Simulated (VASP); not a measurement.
Wanted: the native input for a VASP 6.6.1 run.

```
Task                   : band structure
Functional             : LDA
Potentials or basis    : VASP PAW LDA potentials, release 64 (Al, N)
Cutoff                 : 520 eV
k mesh                 : 9 × 6 × 6
Occupations            : gaussian, width 0.02 eV
Spin                   : no spin polarisation
Further INCAR settings : ALGO = Normal; EDIFF = 1e-06
```

The structure of AlN lies in POSCAR:

```
AlN                                     
1.0
    3.3322999875      0.0000000000      0.0000000000
    0.0000000000      5.3983259798      0.0000000000
    0.0000000000      0.0000000000      5.1121096522
  Al              N             
     4     4
Direct
     0.0000000000000000    0.9984103544150990    0.3303077922089698
     0.5000000000000000    0.9984103544150990    0.8303077922089698
     0.5000000000000000    0.4984103544150989    0.1696922077910302
     0.0000000000000000    0.4984103544150989    0.6696922077910302
     0.0000000000000000    0.6235896455849009    0.3218933546399397
     0.5000000000000000    0.6235896455849009    0.8218933546399398
     0.5000000000000000    0.1235896455849010    0.1781066453600603
     0.0000000000000000    0.1235896455849010    0.6781066453600602
```

Measurements of this composition are mostly on another form, of space group No. 186.

The input as run:

INCAR

```
SYSTEM = AlN
PREC = Accurate
ENCUT = 520
EDIFF = 1E-6
ISMEAR = 0
SIGMA = 0.02
LREAL = .FALSE.
LASPH = .TRUE.
NELM = 60
ALGO = Normal
ISIF = 2
LWAVE = .FALSE.
LCHARG = .FALSE.
KPAR = 2
```

KPOINTS

```
Automatic mesh
0
G
  9 6 6
  0 0 0
```

KPOINTS_OPT

```
path GXSYGZURTZ,YT,UX,SR
10
line-mode
reciprocal
 0.0000000000  0.0000000000  0.0000000000  G
-0.5000000000  0.0000000000  0.0000000000  X

-0.5000000000  0.0000000000  0.0000000000  X
-0.5000000000  0.0000000000 -0.5000000000  S

-0.5000000000  0.0000000000 -0.5000000000  S
 0.0000000000  0.0000000000 -0.5000000000  Y

 0.0000000000  0.0000000000 -0.5000000000  Y
 0.0000000000  0.0000000000  0.0000000000  G

 0.0000000000  0.0000000000  0.0000000000  G
 0.0000000000 -0.5000000000  0.0000000000  Z

 0.0000000000 -0.5000000000  0.0000000000  Z
-0.5000000000 -0.5000000000  0.0000000000  U

-0.5000000000 -0.5000000000  0.0000000000  U
-0.5000000000 -0.5000000000 -0.5000000000  R

-0.5000000000 -0.5000000000 -0.5000000000  R
 0.0000000000 -0.5000000000 -0.5000000000  T

 0.0000000000 -0.5000000000 -0.5000000000  T
 0.0000000000 -0.5000000000  0.0000000000  Z

 0.0000000000  0.0000000000 -0.5000000000  Y
 0.0000000000 -0.5000000000 -0.5000000000  T

-0.5000000000 -0.5000000000  0.0000000000  U
-0.5000000000  0.0000000000  0.0000000000  X

-0.5000000000  0.0000000000 -0.5000000000  S
-0.5000000000 -0.5000000000 -0.5000000000  R
```

Potentials or basis: VASP PAW LDA potentials, release 64 (Al, N).

Command:

```console
$ cat potpaw_LDA.64/Al/POTCAR potpaw_LDA.64/N/POTCAR > POTCAR
$ mpirun -np 2 vasp_std > vasp.out
```

It gave:

```json
{"Pressure": "-19.0 GPa", "Largest force": "0.005 eV/Å", "Band gap on the k mesh": "2.81 eV", "Band gap along the path": "2.81 eV"}
```

Caveat: so large a pressure means that the cell lies far from this level's equilibrium, or that cutoff or potentials fall short.

It took 45 s on 2 MPI ranks on Intel(R) Xeon(R) 6975P-C (Granite Rapids), with other jobs on the host, peak memory 0.3 GiB a rank.
